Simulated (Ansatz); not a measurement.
## MgTe at 20 GPa: from Born charge to LO–TO splitting and polaron coupling

Method: Ansatz, DFT PBE, scalar-relativistic, plane waves, PAW. Cutoff 420 eV, 8×8×8 k-points (Γ-centred), fixed occupations. No spin polarisation. Phonons by linear response, acoustic sum rule imposed.

The cell, relaxed at 20 GPa:
```
Mg Te
1.0
     0.00000    2.93441    2.93441
     2.93441    0.00000    2.93441
     2.93441    2.93441    0.00000
Mg Te
1 1
Direct
  0.00000 0.00000 0.00000
  0.75000 0.75000 0.75000
```

Spin–orbit coupling is left out, which matters for heavy elements. Other phases may be more stable at this pressure.

Linear response gives ν_TO = 351.9 cm⁻¹, Born charges ±1.661 e (positive on Mg) and ε∞ = 5.847. The primitive cell holds 50.535 Å³, and the masses are 24.305 and 127.600 amu.

Question: Find ν_LO and the static dielectric constant.

Answer: The long-wave field adds a restoring force: ω_LO² − ω_TO² = Z*²e²/(ε_vac ε∞ μV). In these units ν_LO² − ν_TO² = 4.92064×10⁷ Z*²/(μ V ε∞) cm⁻², with μ = m₁m₂/(m₁ + m₂) = 20.416 amu: 22506 cm⁻². So ν_LO = √(351.9² + 22506) = 382.5 cm⁻¹, and the run gives 382.5. Lyddane–Sachs–Teller then gives ε0 = ε∞ (ν_LO/ν_TO)² = 6.91, against 6.91 in the run (it forms both from the same three quantities, so the match checks the arithmetic only). Between ν_TO and ν_LO the dielectric function is negative and an undamped crystal reflects fully: a reststrahlen band from 26.1 to 28.4 μm.

Question: What do the Clausius–Mossotti polarisability and the Szigeti charge come to?

Answer: With the Lorentz local field, α = (3V/4π)(ε∞ − 1)/(ε∞ + 2) = 7.45 Å³ for the pair, and e_S = 3Z*/(ε∞ + 2) = 0.64 e. The Born charge includes the electrons' response to the dipole's own local field, and e_S takes that enhancement out. The Lorentz field assumes point-like polarisable ions, a poor picture once ε∞ is this large, since the electron clouds then overlap or are shared, so both numbers are formal here.

Question: How strongly does a slow electron couple to the LO mode?

Answer: For one isotropic parabolic band, Fröhlich's constant is α_F = (1/ε∞ − 1/ε0) √(m* Ry/ħω_LO), with Ry = 13.606 eV, ħω_LO = 47.4 meV and m* in free-electron masses: α_F = 0.0263 × 16.94 × √m* = 0.45 √m*. The band mass isn't part of this run; for m* = 0.1, 0.3 and 1 it gives 0.14, 0.24, 0.45. In weak coupling the polaron lies α_F ħω_LO below the band edge (12 meV at m* = 0.3) with a mass m*(1 + α_F/6); past α_F of about 5 or 6 that expansion fails. A semilocal functional's ε∞ tends to be too large, which taken alone lowers α_F.

This zinc-blende form isn't the usual stable structure of the compound at low pressure.